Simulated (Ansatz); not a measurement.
WSe$_{2}$, DFT, PBEsol, PAW with Ansatz's default frozen-core files, scalar-relativistic (Ansatz 0.2.0), run on 2 threads of Arm Neoverse V2 on a shared host.

The cell is COD entry 9009146, as deposited and not checked against the literature; nothing was relaxed. The listed cell was then made from it by scaling, straining or moving an atom.

Command: `ansatz run input.yaml --threads 2 --pin off --max-ram 8192MiB --backend cpu --events-out ev --progress --plain --runs-dir out`

```yaml
crystal:
  lattice:
    - [3.2899984505, -0.0164499922, -0.0164499922]
    - [-1.6592453364, 2.8574472326, -0.0060211151]
    - [-0.06485, -0.06485, 12.97]
  atoms:
    - { symbol: W, position: [0.3333333333, 0.6666666667, 0.25] }
    - { symbol: W, position: [0.6666666667, 0.3333333333, 0.75] }
    - { symbol: Se, position: [0.3333333333, 0.6666666667, 0.621] }
    - { symbol: Se, position: [0.6666666667, 0.3333333333, 0.121] }
    - { symbol: Se, position: [0.3333333333, 0.6666666667, 0.879] }
    - { symbol: Se, position: [0.6666666667, 0.3333333333, 0.379] }
kpoints:
  mp_grid: { grid: [11, 11, 3] }
scf:
  occupations: { method: fermi_dirac, width: 0.08 }
hamiltonian:
  xc: pbesol
  pseudopotentials: { kind: paw }
output:
  forces: true
  stress: true
  eigenvalues: true
  efg: { contact_densities: true }
  write_density: true
  write_potential: true
  elf: true
  volumetric_format: npy
```

Question: How large is the problem that the program sets up?

Answer: 182 irreducible k-points, 2415 plane waves at Γ, 56 bands.

Question: Estimate the wall time and the peak memory.

Answer: 43 s of wall time for 7 SCF iterations, with a peak of 1 GiB. Times on shared machines scatter by tens of per cent.
